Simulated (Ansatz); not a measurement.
# BeS (F-43m) in Ansatz: equation of state

How stiff is BeS in PBE, and what volume does it want? The cell is scaled to several volumes.

Everything below comes from runs of Ansatz 0.2.0. Logs are shortened: lines on timing, memory, paths and dates and some standing lists are left out, and cuts for length are marked.

**1. The crystal as given**

Symmetry: F-43m, No. 216, cubic system. Conventional cell: a = 4.850 Å, b = 4.850 Å, c = 4.850 Å, α = 90.00°, β = 90.00°, γ = 90.00°. S (site symmetry -43m) has 4 Be at 2.10 Å as nearest neighbours. Be (site symmetry -43m) has 4 S at 2.10 Å as nearest neighbours.

**2. Single point, PBE, 13.40 Å³/atom (volume scaled by 0.94)**

Contents of input.yaml:

```yaml
crystal:
  lattice:
    - [0.0, 2.3754963136, 2.3754963136]
    - [2.3754963136, 0.0, 2.3754963136]
    - [2.3754963136, 2.3754963136, 0.0]
  atoms:
    - { symbol: S, position: [0.75, 0.75, 0.75] }
    - { symbol: Be, position: [0.0, 0.0, 0.0] }
hamiltonian:
  xc: pbe
  pseudopotentials: { kind: paw }
kpoints:
  mp_grid: { grid: [9, 9, 9] }
scf:
  occupations: { method: fermi_dirac, width: 0.05 }
output:
  forces: true
  stress: true
  eigenvalues: true
```

Potentials or basis: Ansatz PAW.

On the command line:

```
$ ansatz run input.yaml --threads 1 --pin off --max-ram 2560MiB --backend cpu --events-out ev --progress --plain --runs-dir out
```

The program printed:

```text
Warning: RAYON_NUM_THREADS=1 ignored (pool sized by the plan → 1); use --threads N
Engine: ansatz 0.2.0, aarch64-unknown-linux-gnu
Pseudopotentials: kind: paw
Pseudopotential: S, paw, valence charge 6, recommended cutoff 420 eV (normal), S.paw.azcp
Pseudopotential: Be, paw, valence charge 2, recommended cutoff 420 eV (normal), Be.paw.azcp
Functional definition: PBE
  parameter kappa = 0.804
  parameter beta = 0.06672455060314922
  exchange = pbe_x(kappa = kappa, mu = beta*pi^2/3)
  correlation = pbe_c(beta = beta)
Crystal: 2 atoms, lattice volume = 26.810 Å³
Basis set: ecut = 420 eV, 531 PW (Γ), exchange–correlation on 48×48×48 points (8 copies of the dense FFT grid, shifted against one another)
Bands: 8, of which v1, the nominal top of the filled ones, is band 4 counted from 1 (3 counted from 0)
Symmetry: 24 space group operations
Space group: F-43m (ITA 216), of the structure as read, at distance tolerance 3.0e-5 Å
k-points: 35 of 729 (time reversal used)
Non-local potential: S, projectors of the file, l = 0: 2, l = 1: 2, l = 2: 2
Non-local potential: Be, projectors of the file, l = 0: 2, l = 1: 2, l = 2: 1
PAW form: soft (Blöchl's): semilocal exchange-correlation on the pseudo side does not see the compensation charge
PAW one-centre angular grid: S, 110 points (default); XC on 64 Gauss nodes
PAW one-centre angular grid: Be, 110 points (default); XC on 64 Gauss nodes
Initial density: superposition of atomic densities (neutral atoms: chi_scale 0, normalization atom), corrected by the library's trained network
Initial wavefunctions: pseudopotential atomic-orbital guess
Functional: x = pbe(κ = 0.804, μ = 0.2195149727645171), c = pbe(β = 0.06672455060314922)
SCF iter   1: F=—  HF=-996.912730 eV  |F-HF|=—  |Δ(HF+E_count)|=         —  Δρ=1.14e-3  dr2=3.95e-4  ethr=1.77e-3  ⟨swp⟩=5.1  Hψ=2285  notcnv=0
preconditioner: auto → none  [insulator: Δε(μ)=3.062 eV  Ē_g=13.159 eV  σ=0.050 eV  W_gap=1.00  n_scr=0 (ndim 8)  ℏωp=20.3 eV  f_vac=0.000  D(μ)=0.00/eV (n_scr^D=0)  ε∞_Penn≈3.4]
SCF iter   2: F=—  HF=-996.911988 eV  |F-HF|=—  |Δ(HF+E_count)|=   7.42e-4  Δρ=5.17e-4  dr2=6.88e-5  ethr=4.94e-6  ⟨swp⟩=2.6  Hψ=670  notcnv=0
SCF iter   3: F=—  HF=-996.912028 eV  |F-HF|=—  |Δ(HF+E_count)|=   4.04e-5  Δρ=1.80e-4  dr2=4.99e-6  ethr=8.60e-7  ⟨swp⟩=2.0  Hψ=385  notcnv=0
SCF iter   4: F=—  HF=-996.912061 eV  |F-HF|=—  |Δ(HF+E_count)|=   3.27e-5  Δρ=5.19e-5  dr2=4.94e-7  ethr=6.23e-8  ⟨swp⟩=2.6  Hψ=414  notcnv=0
iter 5 did not close the SCF: its close was put off for the readings that it lacked (scf_convergence_deferred on its scf_iter line)
SCF iter   5: F=-996.912063 eV  HF=-996.912063 eV  |F-HF|=1.90e-9  |Δ(HF+E_count)|=   1.99e-6  Δρ=4.98e-6  dr2=6.96e-9  ethr=6.18e-9  ⟨swp⟩=2.2  Hψ=417  notcnv=0
SCF iter   6: F=-996.912063 eV  HF=-996.912063 eV  |F-HF|=3.93e-11  |Δ(HF+E_count)|=   4.70e-9  Δρ=5.23e-7  dr2=7.08e-11  ethr=8.70e-11  ⟨swp⟩=1.4  Hψ=844  notcnv=0
SCF 1 converged in 6 iterations: F = -996.912063 eV  dr2 = 7.08e-11
SCF converged after 6 iterations
Free energy (F): -996.912063 eV
Harris-Foulkes:  -996.912063 eV  (|F-HF|=3.93e-11)
Internal energy: -996.912063 eV  (E = F + TS)
E sigma→0 (E₀):  -996.912063 eV
Fermi energy:    7.594569 eV
--- Per-component energies (eV) ---
  E_band       = 5.572153
  E_kinetic    = 130.387048
  E_local      = -108.742104  (includes V_loc(G=0)·N_el)
  E_nonlocal   = 33.063252
  E_hartree    = 33.597718
  E_xc         = -118.059176
  E_vxc        = -109.816594  (∫ρ·V_xc dr)
  E_paw        = -660.069525  (= ΣΔE_a)
  E_vpaw       = -6.514920  (= ΣTr[D̂ρ^β])
  E_aug_tail   = 0.000001  (compensation charges beyond the density's cutoff)
  E_ewald      = -307.089277
  E_smearing   = -0.000000  (= −TS)
  E_closure    = 0.000000  (closes the sum)
  Σ components = -996.912063   (vs F -996.912063, Δ=0.00e0)
--- Forces (eV/Å), atoms counted from 1 ---
  atom   1  S     -0.00000000     0.00000000     0.00000000
  atom   2  Be    -0.00000000     0.00000000    -0.00000000
  max |Σ_I F_I| component: 3.79e-16 eV/Å
--- Stress (GPa, compression-positive) ---
        8.396966       0.000000      -0.000000
        0.000000       8.396966       0.000000
       -0.000000       0.000000       8.396966
  P = ⅓ Tr σ = 8.3970 GPa (83.970 kbar)
--- Band table (eV; the first three rows and the last of 35) ---
  k-point 0: bands = ["-8.0485", "6.0755", "6.0755", "6.0755", "11.6908", "11.6908", "11.6908", "12.5005"]
  k-point 1: bands = ["-7.8961", "5.0275", "5.8970", "5.8970", "11.7775", "12.0042", "12.0042", "13.4769"]
  k-point 2: bands = ["-7.4646", "3.0555", "5.5185", "5.5185", "11.7978", "12.5564", "12.5564", "15.3759"]
  k-point 34: bands = ["-5.6519", "1.3453", "2.0026", "2.7793", "12.3692", "13.6306", "14.6689", "16.2757"]
```

Wall time 1.1 s (1 thread of Arm Neoverse V1, shared host); peak memory 0.26 GiB.

Results:

```yaml
Free_energy: -996.9121 eV
Pressure: 8.4 GPa
Band_gap_on_the_k_mesh: 3.06 eV, indirect (least direct gap 5.62 eV)
```

Caveat: odd divisions of the mesh miss points on the zone boundary, where band edges often lie, so the gap on the mesh can be too wide.

**3. Single point, PBE, 13.69 Å³/atom (volume scaled by 0.96)**

input.yaml: that of step 2 with these lines changed.

```diff
@@ -2,5 +2,5 @@
   lattice:
-    - [0.0, 2.3754963136, 2.3754963136]
-    - [2.3754963136, 0.0, 2.3754963136]
-    - [2.3754963136, 2.3754963136, 0.0]
+    - [0.0, 2.3922257121, 2.3922257121]
+    - [2.3922257121, 0.0, 2.3922257121]
+    - [2.3922257121, 2.3922257121, 0.0]
   atoms:
@@ -19 +19,5 @@
   eigenvalues: true
+  write_density: true
+  write_potential: true
+  elf: true
+  volumetric_format: npy
```

Potentials or basis: Ansatz PAW.

On the command line:

```
$ ansatz run input.yaml --threads 1 --pin off --max-ram 2560MiB --backend cpu --events-out ev --progress --plain --runs-dir out
```

Wall time 1.4 s (1 thread of Arm Neoverse V1, shared host); peak memory 0.26 GiB.

Results (log left out):

```
Free energy            : -996.9374 eV
Pressure               : 5.9 GPa
Band gap on the k mesh : 3.11 eV, indirect (least direct gap 5.63 eV)
```

Caveat: odd divisions of the mesh miss points on the zone boundary, where band edges often lie, so the gap on the mesh can be too wide.

**4. Single point, PBE, 13.98 Å³/atom (volume scaled by 0.98)**

input.yaml: that of step 3 with these lines changed.

```diff
@@ -2,5 +2,5 @@
   lattice:
-    - [0.0, 2.3922257121, 2.3922257121]
-    - [2.3922257121, 0.0, 2.3922257121]
-    - [2.3922257121, 2.3922257121, 0.0]
+    - [0.0, 2.4087243418, 2.4087243418]
+    - [2.4087243418, 0.0, 2.4087243418]
+    - [2.4087243418, 2.4087243418, 0.0]
   atoms:
```

On the command line:

```
$ ansatz run input.yaml --threads 1 --pin off --max-ram 2560MiB --backend cpu --events-out ev --progress --plain --runs-dir out
```

Run time: 1.4 s. Hardware: 1 thread of Arm Neoverse V1, shared host; peak memory 0.27 GiB.

Results (log left out):

```
Free energy            : -996.9543 eV
Pressure               : 3.6 GPa
Band gap on the k mesh : 3.16 eV, indirect (least direct gap 5.64 eV)
```

Caveat: odd divisions of the mesh miss points on the zone boundary, where band edges often lie, so the gap on the mesh can be too wide.

**5. Single point, PBE, 14.26 Å³/atom**

Contents of input.yaml:

```yaml
crystal:
  lattice:
    - [0.0, 2.425, 2.425]
    - [2.425, 0.0, 2.425]
    - [2.425, 2.425, 0.0]
  atoms:
    - { symbol: S, position: [0.75, 0.75, 0.75] }
    - { symbol: Be, position: [0.0, 0.0, 0.0] }
hamiltonian:
  xc: pbe
  pseudopotentials: { kind: paw }
kpoints:
  mp_grid: { grid: [9, 9, 9] }
scf:
  occupations: { method: fermi_dirac, width: 0.05 }
output:
  forces: true
  stress: true
  eigenvalues: true
```

On the command line:

```
$ ansatz run input.yaml --threads 1 --pin off --max-ram 2560MiB --backend cpu --events-out ev --progress --plain --runs-dir out
```

Run time: 1.1 s. Hardware: 1 thread of Arm Neoverse V1, shared host; peak memory 0.26 GiB.

It converged, with:

```
Free energy            : -996.9634 eV
Pressure               : 1.5 GPa
Band gap on the k mesh : 3.20 eV, indirect (least direct gap 5.65 eV)
```

Caveat: odd divisions of the mesh miss points on the zone boundary, where band edges often lie, so the gap on the mesh can be too wide.

**6. Single point, PBE, 14.55 Å³/atom (volume scaled by 1.02)**

input.yaml: that of step 5 with these lines changed.

```diff
@@ -2,5 +2,5 @@
   lattice:
-    - [0.0, 2.425, 2.425]
-    - [2.425, 0.0, 2.425]
-    - [2.425, 2.425, 0.0]
+    - [0.0, 2.4410600707, 2.4410600707]
+    - [2.4410600707, 0.0, 2.4410600707]
+    - [2.4410600707, 2.4410600707, 0.0]
   atoms:
```

Potentials or basis: Ansatz PAW.

On the command line:

```
$ ansatz run input.yaml --threads 1 --pin off --max-ram 2560MiB --backend cpu --events-out ev --progress --plain --runs-dir out
```

Run time: 1.1 s. Hardware: 1 thread of Arm Neoverse V1, shared host; peak memory 0.26 GiB.

Results (log left out):

| Quantity | Value |
| --- | --- |
| Free energy | -996.9655 eV |
| Pressure | -0.3 GPa |
| Band gap on the k mesh | 3.24 eV, indirect (least direct gap 5.66 eV) |

Caveat: odd divisions of the mesh miss points on the zone boundary, where band edges often lie, so the gap on the mesh can be too wide.

**7. Single point, PBE, 14.83 Å³/atom (volume scaled by 1.04)**

input.yaml: that of step 6 with these lines changed.

```diff
@@ -2,5 +2,5 @@
   lattice:
-    - [0.0, 2.4410600707, 2.4410600707]
-    - [2.4410600707, 0.0, 2.4410600707]
-    - [2.4410600707, 2.4410600707, 0.0]
+    - [0.0, 2.4569115543, 2.4569115543]
+    - [2.4569115543, 0.0, 2.4569115543]
+    - [2.4569115543, 2.4569115543, 0.0]
   atoms:
```

On the command line:

```
$ ansatz run input.yaml --threads 1 --pin off --max-ram 2560MiB --backend cpu --events-out ev --progress --plain --runs-dir out
```

It took 1.1 s on 1 thread of Arm Neoverse V1, shared host; peak memory 0.26 GiB.

Results (log left out):

```yaml
Free_energy: -996.9612 eV
Pressure: -2.1 GPa
Band_gap_on_the_k_mesh: 3.28 eV, indirect (least direct gap 5.56 eV)
```

Caveat: odd divisions of the mesh miss points on the zone boundary, where band edges often lie, so the gap on the mesh can be too wide.

**8. Single point, PBE, 15.12 Å³/atom (volume scaled by 1.06)**

input.yaml: that of step 7 with these lines changed.

```diff
@@ -2,5 +2,5 @@
   lattice:
-    - [0.0, 2.4569115543, 2.4569115543]
-    - [2.4569115543, 0.0, 2.4569115543]
-    - [2.4569115543, 2.4569115543, 0.0]
+    - [0.0, 2.4725610944, 2.4725610944]
+    - [2.4725610944, 0.0, 2.4725610944]
+    - [2.4725610944, 2.4725610944, 0.0]
   atoms:
```

On the command line:

```
$ ansatz run input.yaml --threads 1 --pin off --max-ram 2560MiB --backend cpu --events-out ev --progress --plain --runs-dir out
```

It took 1.2 s on 1 thread of Arm Neoverse V1, shared host; peak memory 0.26 GiB.

The run converged. Its results:

| Property | Result |
| --- | --- |
| Free energy | -996.9510 eV |
| Pressure | -3.6 GPa |
| Band gap on the k mesh | 3.32 eV, indirect (least direct gap 5.40 eV) |

Caveat: odd divisions of the mesh miss points on the zone boundary, where band edges often lie, so the gap on the mesh can be too wide.

**9. Equation of state, PBE**

Potentials or basis: Ansatz PAW.

No new run: the results of the series are fitted here.

What came out:

| Property | Result |
| --- | --- |
| Equilibrium volume | 14.49 Å³/atom |
| Bulk modulus | 93 GPa |
| Pressure derivative of the bulk modulus | 3.8 |

Energy against volume, from the lowest point:
| volume (Å³/atom) | energy (meV/atom) |
| --- | --- |
| 13.405 | 26.71 |
| 13.690 | 14.03 |
| 13.975 | 5.60 |
| 14.261 | 1.04 |
| 14.546 | 0.00 |
| 14.831 | 2.16 |
| 15.116 | 7.23 |
